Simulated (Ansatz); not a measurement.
Ansatz input

```yaml
crystal:
  lattice:
    - [-4.2340541341, 4.2450148562, 1.8255446839]
    - [4.2450148562, -4.2340541341, 1.8255446839]
    - [2.3628607753, 2.3628607753, -1.8054701013]
  atoms:
    - { symbol: La, position: [0.9988682082, 0.0011317918, 0.0], spin: 1.0 }
    - { symbol: La, position: [0.7511317918, 0.2488682082, 0.5], spin: 1.0 }
hamiltonian:
  xc: r2scan
  pseudopotentials:
    kind: paw
    azcp:
      La: "pseudopotentials/La.paw.azcp"
basis:
  ecutwfc: 500
  fft_grid_basis: typed
kpoints:
  mp_grid: { grid: [17, 17, 15], shift: [0, 0, 0] }
magnetization:
  spin_polarized: true
scf:
  occupations: { method: fermi_dirac, width: 0.05 }
```

and its output:

```
Engine: ansatz 0.2.0, x86_64-unknown-linux-gnu
Pseudopotentials: kind: paw
Pseudopotential: La, paw, valence charge 11, recommended cutoff 500 eV (meta_gga) 
Functional definition: r2SCAN
  parameter k0 = 0.174
  parameter k1 = 0.065
  parameter a1 = 4.9479
  exchange = r2scan_x(k0 = k0, k1 = k1, a1 = a1)
  correlation = r2scan_c
Crystal: 2 atoms, lattice volume = 73.317 Å³
Basis set: ecut = 500 eV, 1847 PW (Γ), exchange–correlation on 192×192×120 points (64 copies of the dense FFT grid, shifted against one another)
Bands: 16, of which v1, the nominal top of the filled ones, is band 11 counted from 1 (10 counted from 0)
Symmetry: 4 space group operations
Space group: C2/c (ITA 15), of the structure as read, at distance tolerance 4.2e-5 Å
Magnetic group: BNS 15.85 (UNI 92), of the structure as read, at distance tolerance 4.2e-5 Å
k-points: 1152 of 4335
Non-local potential: La, projectors of the file, l = 0: 3, l = 1: 2, l = 2: 2, l = 3: 3
PAW form: soft (Blöchl's): semilocal exchange-correlation on the pseudo side does not see the compensation charge
PAW frozen core: La, regenerated for the run's functional (the file was generated under x = pbe(κ = 0.804, μ = 0.2195149727645171), c = pbe(β = 0.06672455060314922))
PAW one-centre angular grid: La, 974 points (default); XC on 160 Gauss nodes
Initial density: superposition of atomic densities (chi_scale 0.1, normalization cell)
Starting moments: Σ|m| = 2 μB on 2 of 2 sites
Initial wavefunctions: pseudopotential atomic-orbital guess
Functional: x = r2scan, c = r2scan; τ floored in thin density (d = 2e-4 eV/Å³)
iter 1 solved again at ethr=2.81e-3 eV; its pass at ethr=3.10e-3 eV (dr2=6.18e-1 eV) is discarded
SCF iter   1: F=—  HF=-12528.901896 eV  |F-HF|=—  |Δ(HF+E_count)|=         —  Δρ=2.21e-2 (↑2.21e-2 ↓1.01e-2)  dr2=6.62e-1  dr2_τ=4.49e-3  dr2_m=7.36e-2  M=1.088 μB ∫|m|=1.088 μB  β_m=0.66  ethr=2.81e-3  ⟨swp⟩=3.0  Hψ=274711  notcnv=0
Mixer restart at iter 1: flushing history
spin=Collinear: Kerker preconditioning applied to the charge; magnetization (m = ρ↑ − ρ↓) channel mixes plain (no charge-response kernel on spin).
SCF iter   2: F=—  HF=-12529.123225 eV  |F-HF|=—  |Δ(HF+E_count)|=   2.21e-1  Δρ=1.29e-2 (↑1.29e-2 ↓8.59e-3)  dr2=3.33e-1  dr2_τ=1.81e-3  dr2_m=1.38e-2  M=0.925 μB ∫|m|=0.925 μB  β_m=0.47  ethr=2.81e-3  ⟨swp⟩=3.1  Hψ=64938  notcnv=0  defer=2  κ⁻¹=1.0e0(r=1)
...
SCF iter  20: F=—  HF=-12529.274295 eV  |F-HF|=—  |Δ(HF+E_count)|=   5.39e-9  Δρ=7.94e-7 (↑7.94e-7 ↓7.77e-7)  dr2=1.01e-11  dr2_τ=1.97e-12  dr2_m=4.13e-10  M=-0.000 μB ∫|m|=0.001 μB  β_m=0.81  ethr=1.00e-12  ⟨swp⟩=3.0  Hψ=71060  notcnv=0  defer=4  κ⁻¹=7.2e-6(r=8)
SCF iter  21: F=—  HF=-12529.274295 eV  |F-HF|=—  |Δ(HF+E_count)|=   2.49e-8  Δρ=4.01e-7 (↑4.01e-7 ↓3.71e-7)  dr2=3.17e-11  dr2_τ=5.48e-13  dr2_m=9.47e-11  M=0.000 μB ∫|m|=0.000 μB  β_m=1.00  ethr=1.00e-12  ⟨swp⟩=4.0  Hψ=94268  notcnv=0  defer=4  κ⁻¹=2.6e-5(r=8)
SCF iter  22: F=—  HF=-12529.274295 eV  |F-HF|=—  |Δ(HF+E_count)|=   5.31e-9  Δρ=2.15e-7 (↑2.15e-7 ↓1.83e-7)  dr2=2.03e-11  dr2_τ=2.22e-13  dr2_m=2.31e-11  M=-0.000 μB ∫|m|=0.000 μB  β_m=1.00  ethr=1.00e-12  ⟨swp⟩=2.9  Hψ=165124  notcnv=0  κ⁻¹=4.9e-5(r=8)
SCF iter  23: F=-12529.274295 eV  HF=-12529.274295 eV  |F-HF|=2.00e-11  |Δ(HF+E_count)|=   1.61e-9  Δρ=7.71e-8 (↑7.71e-8 ↓6.75e-8)  dr2=7.18e-12  dr2_τ=1.37e-13  dr2_m=2.10e-12  M=-0.000 μB ∫|m|=0.000 μB  ethr=1.00e-12  ⟨swp⟩=4.0  Hψ=104772  notcnv=0
SCF 1 converged in 23 iterations: F = -12529.274295 eV  dr2 = 7.18e-12
WARN: the starting moments were not kept: the SCF closed with an absolute magnetisation of 4.3e-5 μB, where they sum to 2 μB in size (2 sites). That is at most 0.1 of that sum. Measured as dr2_m measures the in/out step, that magnetisation stands 8.6e-11 eV from none, at or under the dr2_threshold of 1.0e-7 eV: it is no larger than a step whose dr2_m would equal this threshold. The system may hold no moment; this SCF shows only that its start led to no more than that. To try another start: raise the starting moments (crystal.atoms[].spin, magnetization.per_species, magnetization.initial_magnetization, or on a non-collinear deck that types none of these the spinor_matrix: blocks that start its atoms; where the total moment is fixed, keep their sum and leave initial_magnetization as it is; typed ones take the place of any that the run laid by itself, positive ones on a crystal's lanthanoids without a Hubbard term where scf.initial_density.shell_occupations: [] is typed) or, if the notice of its spin-set hold's release reads "site moments contracting" or "site moments show no strong build", lengthen the hold (scf.mixing.spin_hold: { on: { confirm: 4 } }; for m-r²SCAN on two components see the key's manual first). Each may lead to a state that holds a moment. A second SCF, from the converged charge density, with the starting moments and any scf.initial_density.shell_occupations laid on it anew, would have followed, and was not run: the deck does not ask for one (magnetization.retry_lost_moments is false, the default). To let it run, set magnetization.retry_lost_moments: true and run the deck again, where that key's refused combinations let it; where memory then withholds it, that run's warning says so.
this state was not tested for a lower state beside it, because the mixer in use, unlike msr1, does not test its closes by its own steps (another_mixer; see scf.mixing.algorithm and scf.lower_state_search)
SCF converged after 23 iterations
Magnetization: -0.0000 μB (11.0000 up, 11.0000 down)
Absolute magnetization: 0.0000 μB (∫|ρ↑−ρ↓|, with the PAW one-centre terms)
Spin contamination: 0.0000 ħ² per cell (⟨S²⟩ above its minimum at these occupations)
Per-site moments (μB) at R_I (Å): [(-7.351237339917924e-6, 1.4543950801806178), (-7.351237339947519e-6, 1.4543950801806178)]
Free energy (F): -12529.274295 eV
Harris-Foulkes:  -12529.274295 eV  (|F-HF|=2.00e-11)
Internal energy: -12529.244565 eV  (E = F + TS)
E sigma→0 (E₀):  -12529.259430 eV
Entropy (-TS):   -0.029730 eV (-14.865 meV/atom)
Fermi energy:    11.269083 eV
--- Per-component energies (eV) ---
  E_band       = -99.217813
  E_kinetic    = 386.112819
  E_local      = -658.220101  (includes V_loc(G=0)·N_el)
  E_nonlocal   = 185.592929
  E_hartree    = 207.490637
  E_xc         = -264.069098
  E_vxc        = -321.018218  (∫ρ·V_xc dr)
  E_paw        = -10873.572285  (= ΣΔE_a)
  E_vpaw       = -123.393076  (= ΣTr[D̂ρ^β])
  E_aug_tail   = 0.000000  (compensation charges beyond the density's cutoff)
  E_vtau       = 16.726563  (kinetic-family band-sum trace: ∫τ·v_τ [+ j·A + Jᵃ·Aᵃ] dr)
  E_ewald      = -1512.716491
  E_core_change = 0.137025  (= ΣΔE_core)
  E_smearing   = -0.029730  (= −TS)
  E_closure    = 0.000000  (closes the sum)
  Σ components = -12529.274295   (vs F -12529.274295, Δ=0.00e0)
```

Launched by

```sh
ansatz run input.yaml --threads 2 --pin off --max-ram 6144MiB --backend cpu --events-out ev --progress --plain --runs-dir out
```

On 2 threads of Intel(R) Xeon(R) 6975P-C (Granite Rapids) (shared host) this took about 220 s of wall time and 440 s of CPU time, with 2.8 GiB at the peak.
